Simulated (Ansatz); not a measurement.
**Equation of state of SrTe**

```
Sr Te
1.0
     0.00000    3.35584    3.35584
     3.35584    0.00000    3.35584
     3.35584    3.35584    0.00000
Sr Te
1 1
Direct
  0.00000 0.00000 0.00000
  0.50000 0.50000 0.50000
```

The cell is the one relaxed in the Materials Project (mp-1958), not relaxed further here; entries there can be hypothetical.

Spin–orbit coupling is left out, though it moves levels of the heavy atoms by tenths of an eV or more.

All numbers are computed: DFT, PBE, all-electron LAPW, scalar-relativistic (Ansatz 0.2.0); DFT, PBE, PAW with Ansatz's default frozen-core files, scalar-relativistic (Ansatz 0.2.0).

For LAPW: a Γ-centred 7×7×7 k mesh, Fermi–Dirac smearing of 0.01 eV, basis error target 0.5 meV/atom, no spin polarisation. PAW takes a cutoff of 420 eV at this cell. The Ansatz runs share mesh, smearing and spin set-up. Plane-wave (PAW) pressures include the program's estimate of the Pulay term.

The cell above is scaled evenly, with fractional coordinates and shape held.

```json
{"V/V(cell)": "0.9405", "V (Å³/atom)": "35.544", "P, LAPW (GPa)": "2.39", "P, PAW (GPa)": "2.39", "gap on the k mesh, LAPW (eV)": "1.67", "free energy over the lowest listed, PAW (meV/atom)": "16.6"}
{"V/V(cell)": "0.9700", "V (Å³/atom)": "36.658", "P, LAPW (GPa)": "1.17", "P, PAW (GPa)": "1.17", "gap on the k mesh, LAPW (eV)": "1.75", "free energy over the lowest listed, PAW (meV/atom)": "4.4"}
{"V/V(cell)": "1.0000", "V (Å³/atom)": "37.792", "P, LAPW (GPa)": "0.10", "P, PAW (GPa)": "0.10", "gap on the k mesh, LAPW (eV)": "1.83", "free energy over the lowest listed, PAW (meV/atom)": "0.0"}
{"V/V(cell)": "1.0300", "V (Å³/atom)": "38.926", "P, LAPW (GPa)": "-0.81", "P, PAW (GPa)": "-0.81", "gap on the k mesh, LAPW (eV)": "1.90", "free energy over the lowest listed, PAW (meV/atom)": "2.6"}
{"V/V(cell)": "1.0600", "V (Å³/atom)": "40.060", "P, LAPW (GPa)": "-1.59", "P, PAW (GPa)": "-1.59", "gap on the k mesh, LAPW (eV)": "1.96", "free energy over the lowest listed, PAW (meV/atom)": "11.2"}
```

(1) What do Birch–Murnaghan fits to the pressures give?

Answers

(1) LAPW: V0 = 37.91 Å³/atom, B0 = 32 GPa, B0′ = 4.2; PAW: V0 = 37.91 Å³/atom, B0 = 32 GPa, B0′ = 4.2.
